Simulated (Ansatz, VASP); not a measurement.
**TiC in VASP and in Ansatz**

Contents of POSCAR:

```
TiC
1.0
    0.0000000000      2.1657188437      2.1657188437
    2.1657188437      0.0000000000      2.1657188437
    2.1657188437      2.1657188437      0.0000000000
Ti C
1 1
Direct
    0.0000000000      0.0000000000      0.0000000000
    0.5000000000      0.5000000000      0.5000000000
```

Contents of INCAR.step1:

```
SYSTEM = TiC
PREC = Accurate ; ENCUT = 600
ISMEAR = -1 ; SIGMA = 0.05
LREAL = .FALSE. ; LASPH = .TRUE.
NELM = 150 ; LMAXMIX = 4
LDAU = .TRUE. ; LDAUTYPE = 2
LDAUL = 2 -1 ; LDAUU = 6 0
LDAUJ = 0 0 ; GGA = PE
ALGO = Normal ; EDIFF = 1E-4
LWAVE = .TRUE. ; LCHARG = .FALSE.
```

The input INCAR.step2:

```
SYSTEM = TiC
PREC = Accurate ; ENCUT = 600
EDIFF = 1E-7 ; ISMEAR = -1
SIGMA = 0.05 ; LREAL = .FALSE.
LASPH = .TRUE. ; NELM = 150
ALGO = Normal ; ISIF = 3
LWAVE = .FALSE. ; LCHARG = .FALSE.
LMAXMIX = 4 ; LDAU = .TRUE.
LDAUTYPE = 2 ; LDAUL = 2 -1
LDAUU = 6 0 ; LDAUJ = 0 0
LDAUPRINT = 1 ; METAGGA = R2SCAN
LMIXTAU = .TRUE. ; IBRION = 2
NSW = 60 ; EDIFFG = -0.01
ISTART = 1
```

The input KPOINTS:

```
Automatic mesh
0
G
  11 11 11
  0 0 0
```

Contents of input.yaml:

```yaml
crystal:
  lattice:
    - [0.0, 2.1657188437, 2.1657188437]
    - [2.1657188437, 0.0, 2.1657188437]
    - [2.1657188437, 2.1657188437, 0.0]
  atoms:
    - { symbol: Ti, position: [0.0, 0.0, 0.0] }
    - { symbol: C, position: [0.5, 0.5, 0.5] }
hamiltonian:
  xc: r2scan
  pseudopotentials: { kind: paw }
  hubbard: { sites: [{ species: Ti, l: d, u_eff: 6.0 }] }
kpoints:
  mp_grid: { grid: [11, 11, 11] }
scf:
  occupations: { method: fermi_dirac, width: 0.05 }
output:
  forces: true
  stress: true
relax:
  f_tol: 0.01
  max_steps: 40
  cell: { stress_tol: 0.05 }
```

The cell is a database's computed one.

Alike in both runs: task relaxation of cell and atoms; functional r2SCAN; k mesh 11 × 11 × 11; occupations fermi-dirac, width 0.05 eV; no spin polarisation; Hubbard terms Ti d U = 6.0 eV.

|  | VASP | Ansatz |
| --- | --- | --- |
| version | VASP 6.6.1 | Ansatz 0.2.0 |
| potentials or method | VASP PAW PBE potentials, release 64 (Ti_sv, C) | Ansatz PAW |
| plane-wave cutoff (eV) | 600 | 500 |
| valence electrons in the cell | 16 | 16 |

|  | VASP | Ansatz | Ansatz less VASP |
| --- | --- | --- | --- |
| relaxed volume (Å³/atom) | 10.83 | 10.63 | -0.206 |
| relaxed cell length with the largest relative difference (Å) | 3.129 | 3.109 | -0.0200 |
| energy change over the relaxation (meV/atom) | -35 | -16 | +19.4 |

The programs project onto different local orbitals, so the same U acts differently.

Caveats: the U is typed as a test and isn't derived for this compound; the PAW data sets were made with another functional, which shifts forces and pressure a little (VASP); U without spin polarisation on a metal has little footing (VASP); the plane-wave basis is chosen anew once the cell has moved, so the energies of steps on either side of that aren't comparable (Ansatz); the PAW data sets come from PBE, with cores solved anew for the run's functional, which leaves a small shift of forces and pressure (Ansatz).
